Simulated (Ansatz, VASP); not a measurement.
ZrS: VASP beside Ansatz

```
Zr S
1.0
     0.00000    2.62500    2.62500
     2.62500    0.00000    2.62500
     2.62500    2.62500    0.00000
Zr S
1 1
Cartesian
  0.0000 0.0000 -0.1875
  2.6250 2.6250 2.6250
```

Change from the starting cell: all Zr atoms moved +0.188 Å, as atom 1 towards its neighbour atom 2 (S) at 2.625 Å.

Alike in both runs: task single point; functional PBEsol; k mesh 16 × 16 × 16; occupations gaussian, width 0.15 eV; no spin polarisation.

|  | VASP | Ansatz |
| --- | --- | --- |
| version | VASP 6.6.1 | Ansatz 0.2.0 |
| potentials or method | VASP PAW PBE potentials, release 64 (Zr_sv, S) | scalar-relativistic, plane waves, PAW |
| plane-wave cutoff (eV) | 520 | 420 |
| valence electrons in the cell | 18 | 18 |

|  | VASP | Ansatz | Ansatz less VASP |
| --- | --- | --- | --- |
| gap on the k mesh at the Fermi level (eV) | none | none | - |
| pressure (GPa) | -4.1 | -4.3 | -0.20 |
| largest component of the traceless stress (GPa) | 5.18 | 5.15 | -0.032 |
| rms of the force components (eV/Å) | 0.621 | 0.614 | -0.0067 |

Atom by atom the forces differ by 0.007 eV/Å (rms over components). A gap of «none» marks a metal or a gap that the smearing closes.

Caveats: the PAW data sets were made with another functional, which shifts forces and pressure a little (VASP).
